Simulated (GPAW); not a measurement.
# Pt (Fm-3m) in GPAW: equation of state

How stiff is Pt in PBE, and what volume does it want? The cell is scaled to several volumes.

All numbers are computed with GPAW 26.7.0; they aren't measurements. Logs are shortened: lines on timing, memory, paths and dates and some standing lists are left out, and cuts for length are marked. The log counts tension as positive stress, the text compression.

### 1 Starting point

Symmetry: Fm-3m, No. 225, cubic system. Conventional cell: a = 3.922 Å, b = 3.922 Å, c = 3.922 Å, α = 90.00°, β = 90.00°, γ = 90.00°. Pt (site symmetry m-3m) has 12 Pt at 2.77 Å as nearest neighbours.

### 2 Equation of state, PBE

Input file run.py:

```python
from ase.eos import EquationOfState
from ase.io import Trajectory, read
from ase.units import GPa
from gpaw import GPAW, PW

atoms = read('POSCAR')

traj = Trajectory('eos.traj', 'w')
volumes, energies = [], []
for x in [0.94, 0.96, 0.98, 1.0, 1.02, 1.04, 1.06]:
    a = atoms.copy()
    a.set_cell(atoms.cell * x**(1 / 3), scale_atoms=True)
    calc = GPAW(mode=PW(600),
                xc='PBE',
                kpts={'size': (12, 12, 12), 'gamma': True},
                occupations={'name': 'fermi-dirac', 'width': 0.05},
                nbands=17,
                convergence={'density': 1e-05, 'energy': 1e-05},
                maxiter=150,
                txt=f'eos-{x:.2f}.txt')
    a.calc = calc
    energies.append(a.get_potential_energy(force_consistent=True))
    volumes.append(a.get_volume())
    p = -a.get_stress()[:3].mean() / GPa
    calc.write(f'eos-{x:.2f}.gpw')
    traj.write(a)
    print(f'{x:.2f} {volumes[-1]:10.4f} A^3 {energies[-1]:14.6f} eV {p:9.3f} GPa', flush=True)

v0, e0, B = EquationOfState(volumes, energies, eos='birchmurnaghan').fit()
print(f'V0 = {v0:.4f} A^3, E0 = {e0:.6f} eV, B0 = {B / GPa:.2f} GPa')
```

Input file POSCAR:

```
Pt
1.0
    0.0000000000      1.9609000000      1.9609000000
    1.9609000000      0.0000000000      1.9609000000
    1.9609000000      1.9609000000      0.0000000000
Pt
1
Direct
    0.0000000000      0.0000000000      0.0000000000
```

Potentials or basis: GPAW PAW data sets (gpaw-data 1.2.1), pw.

On the command line:

```console
$ OMP_NUM_THREADS=1 python run.py
```

Standard output:

```text
__  _  _
 | _ |_)|_||  |
 |__||  | ||/\| - 26.7.0

Input parameters:
  mode=PW(ecut=600.0),
  convergence={'density': 1e-05, 'energy': 1e-05},
  kpts=MonkhorstPack(size=(12, 12, 12), gamma=True),
  maxiter=150,
  nbands=17,
  occupations=Occupations(name='fermi-dirac', width=0.05),
  xc=XC(name='PBE')

Diagonalizing LCAO Hamiltonian
Converting LCAO to pw mode

       Pt

Atoms  # Å, Bohr magnetons
|   | symbol |        x |        y |        z |    initial magnetic moments |
|---|--------|----------|----------|----------|-----------------------------|
| 0 |     Pt | 0.000000 | 0.000000 | 0.000000 | ( 0.0000,  0.0000,  0.0000) |

Unit cell  # Å
| periodic |        x |        y |        z |  lengths |    angles |
|----------|----------|----------|----------|----------|-----------|
|      yes | 0.000000 | 1.920870 | 1.920870 | 2.716521 | 60.000000 |
|      yes | 1.920870 | 0.000000 | 1.920870 | 2.716521 | 60.000000 |
|      yes | 1.920870 | 1.920870 | 0.000000 | 2.716521 | 60.000000 |

Number of symmetries: 48
Symmetry operations  # r_c * U_cc + t_c -> r_c
|    | kind |            matrix            |
|----|------|------------------------------|
|  0 |  σ   |  1, 0, 0,  1, 0,-1,  1,-1, 0 |
|  1 |  C2  |  1, 0, 0,  1,-1, 0,  1, 0,-1 |
|  2 |  E   |  1, 0, 0,  0, 1, 0,  0, 0, 1 |
|  3 |  σ   |  1, 0, 0,  0, 0, 1,  0, 1, 0 |
|  4 |  C4  |  1, 0,-1,  1, 0, 0,  1,-1, 0 |
|  5 |  S6  |  1, 0,-1,  1,-1, 0,  1, 0, 0 |
|  6 |  σ   |  1, 0,-1,  0, 1,-1,  0, 0,-1 |
|  7 |  C3  |  1, 0,-1,  0, 0,-1,  0, 1,-1 |
|  8 |  S6  |  1,-1, 0,  1, 0, 0,  1, 0,-1 |
|  9 |  C4  |  1,-1, 0,  1, 0,-1,  1, 0, 0 |
| 10 |  C3  |  1,-1, 0,  0,-1, 1,  0,-1, 0 |
| 11 |  σ   |  1,-1, 0,  0,-1, 0,  0,-1, 1 |
| 12 |  σ   |  0, 1, 0,  1, 0, 0,  0, 0, 1 |
| 13 |  C4  |  0, 1, 0,  0, 1,-1, -1, 1, 0 |
| 14 |  C3  |  0, 1, 0,  0, 0, 1,  1, 0, 0 |
| 15 |  S6  |  0, 1, 0, -1, 1, 0,  0, 1,-1 |
| 16 |  C2  |  0, 1,-1,  1, 0,-1,  0, 0,-1 |
| 17 |  σ   |  0, 1,-1,  0, 1, 0, -1, 1, 0 |
| 18 |  S4  |  0, 1,-1,  0, 0,-1,  1, 0,-1 |
| 19 |  C4  |  0, 1,-1, -1, 1, 0,  0, 1, 0 |
| 20 |  C3  |  0, 0, 1,  1, 0, 0,  0, 1, 0 |
| 21 |  σ   |  0, 0, 1,  0, 1, 0,  1, 0, 0 |
| 22 |  S6  |  0, 0, 1,  0,-1, 1, -1, 0, 1 |
| 23 |  C4  |  0, 0, 1, -1, 0, 1,  0,-1, 1 |
| 24 |  S4  |  0, 0,-1,  1, 0,-1,  0, 1,-1 |
| 25 |  C3  |  0, 0,-1,  0, 1,-1,  1, 0,-1 |
| 26 |  C2  |  0, 0,-1,  0,-1, 0, -1, 0, 0 |
| 27 |  S6  |  0, 0,-1, -1, 0, 0,  0,-1, 0 |
| 28 |  S4  |  0,-1, 1,  1,-1, 0,  0,-1, 0 |
| 29 |  C4  |  0,-1, 1,  0, 0, 1, -1, 0, 1 |
| 30 |  C2  |  0,-1, 1,  0,-1, 0,  1,-1, 0 |
| 31 |  σ   |  0,-1, 1, -1, 0, 1,  0, 0, 1 |
| 32 |  C3  |  0,-1, 0,  1,-1, 0,  0,-1, 1 |
| 33 |  S6  |  0,-1, 0,  0, 0,-1, -1, 0, 0 |
| 34 |  S4  |  0,-1, 0,  0,-1, 1,  1,-1, 0 |
| 35 |  C2  |  0,-1, 0, -1, 0, 0,  0, 0,-1 |
| 36 |  C2  | -1, 1, 0,  0, 1, 0,  0, 1,-1 |
| 37 |  S6  | -1, 1, 0,  0, 1,-1,  0, 1, 0 |
| 38 |  S4  | -1, 1, 0, -1, 0, 1, -1, 0, 0 |
| 39 |  C3  | -1, 1, 0, -1, 0, 0, -1, 0, 1 |
| 40 |  S6  | -1, 0, 1,  0, 0, 1,  0,-1, 1 |
| 41 |  C2  | -1, 0, 1,  0,-1, 1,  0, 0, 1 |
| 42 |  C3  | -1, 0, 1, -1, 1, 0, -1, 0, 0 |
| 43 |  S4  | -1, 0, 1, -1, 0, 0, -1, 1, 0 |
| 44 |  C2  | -1, 0, 0,  0, 0,-1,  0,-1, 0 |
| 45 |  i   | -1, 0, 0,  0,-1, 0,  0, 0,-1 |
| 46 |  σ   | -1, 0, 0, -1, 1, 0, -1, 0, 1 |
| 47 |  C2  | -1, 0, 0, -1, 0, 1, -1, 1, 0 |

BZ-sampling:
  Number of BZ points: 1728
  Number of IBZ points: 72

  Monkhorst-Pack size: [12, 12, 12]
  Monkhorst-Pack shift: [0.041666666666666664, 0.041666666666666664, 0.041666666666666664]

K-points  # in reciprocal-cell coordinates
|     |                                coordinates |     weight |
|-----|--------------------------------------------|------------|
|   0 | ( -0.00000000,  -0.00000000,  -0.00000000) | 0.00057870 |
|   1 | (  0.08333333,   0.08333333,  -0.00000000) | 0.00347222 |
|   2 | (  0.08333333,   0.08333333,   0.08333333) | 0.00462963 |
|   3 | (  0.16666667,   0.08333333,   0.08333333) | 0.00694444 |
|   4 | (  0.16666667,   0.16666667,  -0.00000000) | 0.00347222 |
|   5 | (  0.16666667,   0.16666667,   0.08333333) | 0.01388889 |
|   6 | (  0.16666667,   0.16666667,   0.16666667) | 0.00462963 |
|   7 | (  0.25000000,   0.16666667,   0.08333333) | 0.01388889 |
|   8 | (  0.25000000,   0.16666667,   0.16666667) | 0.01388889 |
|   9 | (  0.25000000,   0.25000000,  -0.00000000) | 0.00347222 |
| ... |                                            |            |
|  71 | (  0.50000000,   0.50000000,   0.50000000) | 0.00231481 |

Plane wave coefficients: 495
Cutoff: 600.0 eV

Spin-components: 1 (collinear spins)
Bands:           17
Projectors:      6
Spin-degeneracy: 2
Datatype:        complex128

Density:
  Valence electrons: 16.0
  Components: 1
  Grid points: [16 16 16]
  Charge: 0.0  # |e|

Potential:
  Grid points: [16 16 16]

species:
  Pt:
    name:    Platinum
    Z:       78.0
    valence: 16
    core:    62
    charge:  0.0  # [|e|]
    compensation charges:
      type: gauss
      rc: 0.41  # [Å]
      lmax: 2
    cutoffs:
      filter: 2.26  # [Å]
      core: 2.26  # [Å]
    projectors
    | kind |    occ | energy [eV] | rcut [Å] |
    |------|--------|-------------|----------|
    |   6s |  1.000 |      -5.628 |    1.307 |
    |   5p |  6.000 |     -56.051 |    1.371 |
    |   6p |  0.000 |      -0.845 |    1.371 |
    |   5d |  9.000 |      -6.153 |    1.307 |
    |    s |        |      21.583 |    1.307 |
    |    d |        |      21.058 |    1.307 |

    Using partial waves for Pt as LCAO basis

Reference energy: -500375.362767  # eV

eigensolver:
  PPCG
  Converge bands: occupied
  niter=2

density mixing:
  MSR1-Mixer
  Pratt-step length: 0.05
  Maximum mixing coefficient: 0.75
  Old densities: 10
  SVD Regularization: 0.005
  Good broyden scale: 1.0
  Trust region scale: 1.0
  Backstep threshold: 4.0
  History deletion threshold: 6.0
  Fourier metric: weight=20.0, sigma=0.015

occupation numbers:
  Fermi-Dirac:
    width: 0.0500  # eV

poisson solver:
  ecut: 4800.0  # eV

xc functional:
  name: PBE with 2 nearest neighbor stencil

convergence criteria:
- Maximum integral of absolute [dens]ity change: 1e-05 electrons / valence electron
- Maximum [total energy] change in last 3 cyles: 1e-05 eV / valence electron
- Maximum integral of absolute [eigenst]ate change: 4e-08 eV^2 / valence electron
maximum number of iterations: 150

SCF iterations
|iter     | |      energy | eigst |  dens |
|---------|-|-------------|-------|-------|
|iter:   1| |   -6.738135 | +0.11 |       |
|iter:   2| |   -6.655108 | -2.98 | -1.21 |
|iter:   3| |   -6.317836 | -2.36 | -1.26 |
|iter:   4| |   -6.315510 | -3.71 | -2.30 |
|iter:   5| |   -6.315529 | -3.41 | -2.57 |
|iter:   6| |   -6.315532c| -5.91 | -3.60 |
|iter:   7| |   -6.315532c| -6.21 | -3.75 |
|iter:   8| |   -6.315532c| -7.63c| -5.26c|

Converged in 8 steps
Energy contributions relative to reference atoms: (reference = -500375.362767)

Energy contributions:
  Kinetic:           4.855971
  Coulomb:          -5.110016
  Zero:             -0.567435
  External:          0.000000
  Xc:               -5.486736
  Entropy:          -0.014630
  Spinorbit:         0.000000
  ----------------------------
  Free energy:      -6.322847
  Extrapolated:     -6.315532

dipole moment: (-13.133183, -13.133183, -13.133183)  # |e|*Ang

Fermi level: 13.434
Eigenvalues  # (at kpt = [-0.000, -0.000, -0.000])
| band index |      eig [eV] | occ [0-2] |
|------------|---------------|-----------|
|          0 |       -39.341 |     2.000 |
|          1 |       -39.341 |     2.000 |
|          2 |       -39.341 |     2.000 |
|          3 |         2.603 |     2.000 |
|          4 |         9.257 |     2.000 |
|          5 |         9.257 |     2.000 |
[... 9 lines left out ...]
|         15 |        46.607 |     0.000 |
|         16 |        46.607 |     0.000 |

No gap
No difference between direct/indirect transitions

Stress tensor  # eV/Ang^3
|         x |         y |         z |
|-----------|-----------|-----------|
| -0.195530 |  0.000000 |  0.000000 |
|  0.000000 | -0.195530 |  0.000000 |
|  0.000000 |  0.000000 | -0.195530 |

# Writing to eos-0.94.gpw (mode='')
```

stdout:

```text
0.94    14.1750 A^3      -6.322847 eV    31.327 GPa
0.96    14.4766 A^3      -6.374144 eV    23.249 GPa
0.98    14.7782 A^3      -6.411119 eV    16.106 GPa
1.00    15.0798 A^3      -6.435425 eV     9.781 GPa
1.02    15.3814 A^3      -6.448530 eV     4.189 GPa
1.04    15.6830 A^3      -6.451732 eV    -0.751 GPa
1.06    15.9846 A^3      -6.446188 eV    -5.109 GPa
V0 = 15.6368 A^3, E0 = -6.451839 eV, B0 = 245.38 GPa
```

Wall time 76 s (1 thread of Arm Neoverse V1, shared host); peak memory 0.2 GiB.

Results:

```yaml
Equilibrium_volume: 15.64 Å³/atom
Bulk_modulus: 245 GPa
Pressure_derivative_of_the_bulk_modulus: 5.4
```

Energy against volume, from the lowest point:
```
volume (Å³/atom)  energy (meV/atom)
          14.175             128.89
          14.477              77.59
          14.778              40.61
          15.080              16.31
          15.381               3.20
          15.683               0.00
          15.985               5.54
```
